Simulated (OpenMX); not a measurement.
SnO:

```
Sn O
1.0
     3.13193    0.00000    0.00000
     0.00000    3.13193    0.00000
     0.00000    0.00000    3.13193
Sn O
1 1
Direct
  0.00000 0.00000 0.00000
  0.50000 0.50000 0.50000
```

The cell was built by a generator and needn't be a form met in nature.

Base run:

```yaml
Program: OpenMX 3.8.5
Functional: PBE
Potentials_or_basis: OpenMX 2013 PBE set, Sn7.0-s3p2d2, O6.0-s2p2d1, grid cutoff 500 Ry
k_mesh: 7 × 7 × 7
Occupations: fermi-dirac, width 0.05 eV
Spin: no spin polarisation
```

Its results: band gap on the k mesh none (metal or under the smearing width); pressure -2.8 GPa.

Task: The run is repeated on the same cell with these changes: dispersion from none to D4. What comes out?

Result: Band gap on the k mesh none (metal or under the smearing width); pressure -5.0 GPa.

Dispersion adds attraction, which lowers the pressure at fixed volume and, as a term added to the energy, leaves the levels alone.

Caveats: the basis of atomic orbitals isn't converged, which shifts pressures, moduli and gaps; pairwise dispersion overbinds metals, which lowers pressure and volume (some runs).
